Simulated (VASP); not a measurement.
Set up this calculation in VASP 6.6.1, as the native input.

| Property | Result |
| --- | --- |
| Task | band structure |
| Functional | r2SCAN |
| Potentials or basis | VASP PAW PBE potentials, release 64 (Zn, S) |
| Cutoff | 520 eV |
| k mesh | 10 × 10 × 10 |
| Occupations | gaussian, width 0.03 eV |
| Spin | no spin polarisation |
| Further INCAR settings | ALGO = Normal; EDIFF = 1e-07; NBANDS = 16 |

The structure of ZnS lies in POSCAR:

```
ZnS                                     
1.0
    0.0000000000      2.6803314388      2.6803314388
    2.6803314388      0.0000000000      2.6803314388
    2.6803314388      2.6803314388      0.0000000000
  Zn              S             
     1     1
Direct
     0.2500000000000000    0.2500000000000000    0.2500000000000000
     0.0000000000000000    0.0000000000000000    0.0000000000000000
```

These files were run (other wordings do the same):

INCAR

```
SYSTEM = ZnS
ALGO = Normal
EDIFF = 1E-7
ENCUT = 520
ISIF = 2
ISMEAR = 0
LASPH = .True.
LCHARG = .False.
LMIXTAU = .True.
LREAL = .False.
LWAVE = .False.
METAGGA = R2SCAN
NBANDS = 16
NELM = 80
PREC = Accurate
SIGMA = 0.03
```

KPOINTS

```
k-points
0
Gamma
  10 10 10
  0 0 0
```

KPOINTS_OPT

```
explicit points
209
Reciprocal
 0.0000000000  0.0000000000  0.0000000000 1
 0.0263157895  0.0000000000  0.0263157895 1
 0.0526315789  0.0000000000  0.0526315789 1
 0.0789473684  0.0000000000  0.0789473684 1
 0.1052631579  0.0000000000  0.1052631579 1
 0.1315789474  0.0000000000  0.1315789474 1
[... 201 lines left out ...]
 0.4250000000  0.0000000000  0.4250000000 1
 0.4500000000  0.0000000000  0.4500000000 1
```

Potentials or basis: VASP PAW PBE potentials, release 64 (Zn, S).

Run with:

```sh
$ cat potpaw_PBE.64/Zn/POTCAR potpaw_PBE.64/S/POTCAR > POTCAR
$ mpirun -np 1 vasp_std > vasp.out
```

Results of the run:

```json
{
  "Pressure": "1.3 GPa",
  "Band gap on the k mesh": "2.79 eV, direct",
  "Band gap along the path": "2.79 eV, direct"
}
```

Caveat: the PAW data sets were made with another functional, which shifts forces and pressure a little.

Wall time 3.7 min on 1 thread of AMD EPYC 9R45 96-Core Processor (Zen 5), with other jobs on the host, peak memory 0.17 GiB.
